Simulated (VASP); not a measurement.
A run of VASP 6.6.1:

The input INCAR:

```
SYSTEM = Ta
PREC = Accurate
ENCUT = 600
EDIFF = 1E-7
ISMEAR = 1
SIGMA = 0.1
LREAL = .False.
LASPH = .True.
NELM = 80
ALGO = Normal
ISIF = 2
LWAVE = .False.
LCHARG = .False.
METAGGA = R2SCAN
LMIXTAU = .True.
IBRION = 2
NSW = 40
EDIFFG = -0.01
```

File KPOINTS:

```
regular mesh
0
Gamma
  16 16 16
  0 0 0
```

File POSCAR:

```
Ta                                      
1.0
   -1.6661711527      1.6661711527      1.6661711527
    1.6661711527     -1.6661711527      1.6661711527
    1.6661711527      1.6661711527     -1.6661711527
  Ta            
     1
Direct
     0.0000000000000000    0.0000000000000000    0.0000000000000000
```

Potentials or basis: VASP PAW PBE potentials, release 64 (Ta_pv).

Launch:

```bash
$ cat potpaw_PBE.64/Ta_pv/POTCAR > POTCAR
$ mpirun -np 1 vasp_std > vasp.out
```

Hardware: 1 thread of Intel(R) Xeon(R) 6975P-C (Granite Rapids) (shared host).

**Question.** Estimate the wall time of this run.

**Answer.** It took 45 s on 1 thread of Intel(R) Xeon(R) 6975P-C (Granite Rapids) (shared host), peak memory 0.17 GiB. Counts: scf iterations 23, k points 145, ion steps 1.
